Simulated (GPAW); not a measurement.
The system is MgSe.

```
CELL_PARAMETERS angstrom
0.00000 2.72550 2.72550
2.72550 0.00000 2.72550
2.72550 2.72550 0.00000
ATOMIC_POSITIONS crystal
Se 0.50000 0.50000 0.50000
Mg 0.00000 0.00000 0.00000
```

Base run:

```yaml
Program: GPAW 26.7.0
Functional: r2SCAN
Potentials_or_basis: GPAW PAW data sets (gpaw-data 1.2.1)
Cutoff: 800 eV
Basis: pw
k_mesh: 8 × 8 × 8
Occupations: fermi-dirac, width 0.05 eV
Spin: no spin polarisation
```

Its results: band gap on the k mesh 2.51 eV, indirect (least direct gap 3.54 eV); pressure 0.9 GPa.

Question: The run is repeated on the same cell with these changes: functional from r2SCAN to LDA; potentials or basis from GPAW PAW data sets (gpaw-data 1.2.1) to the program's PAW data sets (release 1.2.1) made for this functional. What comes out?

Answer: Band gap on the k mesh 1.66 eV, indirect (least direct gap 2.39 eV); pressure -2.1 GPa.

Caveats: the PAW data sets were made with another functional, which shifts forces and pressure a little (some runs).
